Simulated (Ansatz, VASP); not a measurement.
## One calculation of Hg, two programs

The input INCAR:

```
  PREC = Accurate
  ENCUT = 520
  EDIFF = 1E-7
  ISMEAR = 0
  SIGMA = 0.1
  LREAL = False
  LASPH = True
  NELM = 60
  ALGO = Normal
  ISIF = 2
  LWAVE = False
  LCHARG = False
  GGA = PE
  NBANDS = 12
```

The input KPOINTS:

```
Automatic mesh
0
Gamma
  4 4 4
```

File POSCAR:

```
Hg
1.0
    0.0000000000      2.3919113801      2.3919113801
    2.3919113801      0.0000000000      2.3919113801
    2.3919113801      2.3919113801      0.0000000000
Hg
1
Direct
    0.0000000000      0.0000000000      0.0000000000
```

Input for Ansatz:

```yaml
crystal:
  lattice:
    - [0.0, 2.3919113801, 2.3919113801]
    - [2.3919113801, 0.0, 2.3919113801]
    - [2.3919113801, 2.3919113801, 0.0]
  atoms:
    - { symbol: Hg, position: [0.0, 0.0, 0.0] }
basis:
  ecutwfc: 420
kpoints:
  mp_grid: { grid: [4, 4, 4] }
hamiltonian:
  xc: pbe
scf:
  occupations: { method: gaussian, width: 0.1 }
  n_extra_bands: 5
output:
  forces: true
  stress: true
  eigenvalues: true
  optics: { e_range: [0, 10], sigma: 0.2 }
```

Alike in both runs: task single point; functional PBE; k mesh 4 × 4 × 4; occupations gaussian, width 0.1 eV; no spin polarisation.

|  | VASP | Ansatz |
| --- | --- | --- |
| version | VASP 6.6.1 | Ansatz 0.2.0 |
| potentials or method | VASP PAW PBE potentials, release 64 (Hg) | scalar-relativistic, plane waves, PAW |
| plane-wave cutoff (eV) | 520 | 420 |
| valence electrons in the cell | 12 | 20 |

```tsv
	VASP	Ansatz	Ansatz less VASP
gap on the k mesh at the Fermi level (eV)	none	none	-
pressure (GPa)	-0.7	-0.8	-0.09
```

A gap of «none» marks a metal or a gap that the smearing closes. The functional is the same, so the differences come from potentials, cutoffs and numerics. The two sets of potentials don't hold the same shells in valence. Ansatz warned: «optics_on_partly_filled_bands».

Caveats: the k mesh is coarse (spacing up to 0.57 Å⁻¹), so the values aren't converged. The runs have no spin-orbit coupling, so splittings on Hg are missing.
